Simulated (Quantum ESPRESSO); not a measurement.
Runs of Quantum ESPRESSO 7.5 on SnO. It takes space group P4/nmm (No. 129, tetragonal). The conventional cell has a = 3.814 Å, b = 3.814 Å, c = 4.887 Å, α = 90.00°, β = 90.00°, γ = 90.00°. Sn (site symmetry 4mm) has 4 O at 2.23 Å as nearest neighbours. O (site symmetry -4m2) has 4 Sn at 2.23 Å as nearest neighbours. The cell is a database's computed one.

```tsv
level	potentials or basis	k mesh	cutoff (eV)	form of the LDA correlation	mesh quality	pressure (GPa)	largest force (eV/Å)
LDA	PseudoDojo 0.4.1 SR LDA standard	6 × 6 × 4, shifted	1143	PW92	not flagged	-3.1	(a)
PBEsol	GBRV 1.5 PBEsol	2 × 2 × 2, shifted	925	-	coarse	(b)	0.21
WC	PseudoDojo 0.4.1 SR PBE standard	6 × 6 × 4, shifted	1143	-	not flagged	0.4	0.23
BLYP	PseudoDojo 0.4.1 SR PBE standard	6 × 6 × 4, shifted	1143	-	not flagged	8.9	0.66
PBEsol	GBRV 1.5 PBEsol	4 × 4 × 4, shifted	925	-	not flagged	-0.5	(c)
PBE	PseudoDojo 0.4.1 SR PBE standard	6 × 6 × 4, shifted	1143	-	not flagged	(d)	0.45
PBEsol	GBRV 1.5 PBEsol	8 × 8 × 6, shifted	925	-	not flagged	-0.5	0.11
PBEsol	GBRV 1.5 PBEsol	6 × 6 × 6, shifted	925	-	not flagged	-0.5	0.11
```

Alike in all rows: task dielectric tensor; no spin polarisation; cell as given; smearing fermi-dirac 0.05 eV.

Fill in the values left out.

(a) 0.19; (b) 0.5; (c) 0.10; (d) 4.1.

Caveats: some runs use coarse meshes; the cell is more than 3 GPa from zero pressure, which shifts response properties (some runs); the potentials were made for another functional, which shifts forces and pressure (some runs).
